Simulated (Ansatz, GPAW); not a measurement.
This is a calculation of Ni for GPAW 26.7.0 (ASE script). This isn't the form of Ni at room conditions, which is fcc.

File run.py:

```python
from ase import Atoms
from ase.dft.bandgap import bandgap
from ase.io import write
from ase.units import GPa
from gpaw import GPAW, PW, setup_paths

setup_paths.insert(0, '.')

atoms = Atoms(['Ni'],
              cell=[[-1.38371547, 1.38371547, 1.38371547],
                    [1.38371547, -1.38371547, 1.38371547],
                    [1.38371547, 1.38371547, -1.38371547]],
              scaled_positions=[[0.0, 0.0, 0.0]],
              pbc=True)
atoms.set_initial_magnetic_moments([1.0])

calc = GPAW(mode=PW(600),
            xc='PBEsol',
            kpts={'size': (13, 13, 13), 'gamma': True},
            occupations={'name': 'fermi-dirac', 'width': 0.05},
            nbands=17,
            convergence={'density': 1e-05, 'energy': 1e-05},
            maxiter=150,
            txt='gpaw.txt')
atoms.calc = calc
energy = atoms.get_potential_energy()
forces = atoms.get_forces()
stress = atoms.get_stress()
calc.write('gs.gpw')
write('result.traj', atoms)
print(f'Energy: {energy:.6f} eV')
print('Forces (eV/A):')
print(forces.round(4))
print('Stress (GPa):', (stress / GPa).round(3))
print('Moments:', calc.get_magnetic_moments().round(3))
print('Fermi level:', round(calc.get_fermi_level(), 4), 'eV')
print(f'Gap: {bandgap(calc)[0]:.4f} eV, direct: {bandgap(calc, direct=True)[0]:.4f} eV')
```

Potentials or basis: PAW data sets generated in the run's folder for this functional, pw.

Launch:

```console
$ gpaw-setup -f PBEsol Ni
$ OMP_NUM_THREADS=1 python run.py
```

Task: What does the same run look like in Ansatz 0.2.0? Potentials or basis there: all-electron LAPW, scalar-relativistic.

Result: As run (cutoffs and basis follow the program's own potentials, and thresholds, step limits or extra output files can differ):

The input input.yaml:

```yaml
crystal:
  lattice:
    - [-1.38371547, 1.38371547, 1.38371547]
    - [1.38371547, -1.38371547, 1.38371547]
    - [1.38371547, 1.38371547, -1.38371547]
  atoms:
    - { symbol: Ni, position: [0.0, 0.0, 0.0], spin: 1.0 }
kpoints:
  mp_grid: { grid: [13, 13, 13] }
scf:
  occupations: { method: fermi_dirac, width: 0.05 }
hamiltonian:
  xc: pbesol
  pseudopotentials: { kind: all_electron, lapw: { basis_error: 0.001 } }
magnetization:
  spin_polarized: true
output:
  forces: true
  stress: true
  eigenvalues: true
  populations: true
```

Potentials or basis: all-electron LAPW, scalar-relativistic.

Command:

```console
$ ansatz run input.yaml --threads 2 --pin off --max-ram 6144MiB --backend cpu --events-out ev --progress --plain --runs-dir out
```

Both were run:

|  | GPAW | Ansatz |
| --- | --- | --- |
| Pressure | 0.5 GPa | -2.4 GPa |
| Net moment | 0.58 μB per cell | 0.59 μB per cell |

Where Ansatz's input types no cutoff or centring, it takes its own default and a Γ-centred mesh.

The magnetic state is the one that the start led to; the real crystal's order can differ.

Pressure is positive in compression.
